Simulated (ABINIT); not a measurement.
BAs:

```
CELL_PARAMETERS angstrom
0.00000 2.38850 2.38850
2.38850 0.00000 2.38850
2.38850 2.38850 0.00000
ATOMIC_POSITIONS crystal
As 0.75000 0.75000 0.75000
B 0.00000 0.00000 0.00000
```

Base run:

| Quantity | Value |
| --- | --- |
| Program | ABINIT 10.8.3 (patched build) |
| Functional | PW91 |
| Potentials or basis | JTH PAW PBE v2.0 sp |
| Cutoff | 408 eV |
| k mesh | 10 × 10 × 10 |
| Occupations | fermi-dirac, width 0.05 eV |
| Spin | no spin polarisation |

Its results: band gap on the k mesh 1.21 eV, indirect (least direct gap 3.33 eV); pressure 3.3 GPa.

**Question.** After a change of settings the same cell gave: band gap on the k mesh 1.08 eV, indirect (least direct gap 3.28 eV); pressure 0.0 GPa. Which change was it?
A. functional from PW91 to SCAN; cutoff from 408 eV to 490 eV; fine-grid cutoff from 816.342 eV to 979.61 eV
B. functional from PW91 to SOGGA
C. functional from PW91 to PBEsol
D. functional from PW91 to LDA; potentials or basis from JTH PAW PBE v2.0 sp to PseudoDojo NC SR LDA v0.4.1 standard; cutoff from 408 eV to 1088 eV; valence electrons from 8 to 18

**Answer.** C.

PBEsol binds more tightly than PW91, so the same cell stands under less pressure.

Caveats: the PAW data sets were made with another functional, which shifts forces and pressure a little; this set keeps more shells in the core, which shifts pressures and gaps.

Runs at the PBE level aren't shown here.
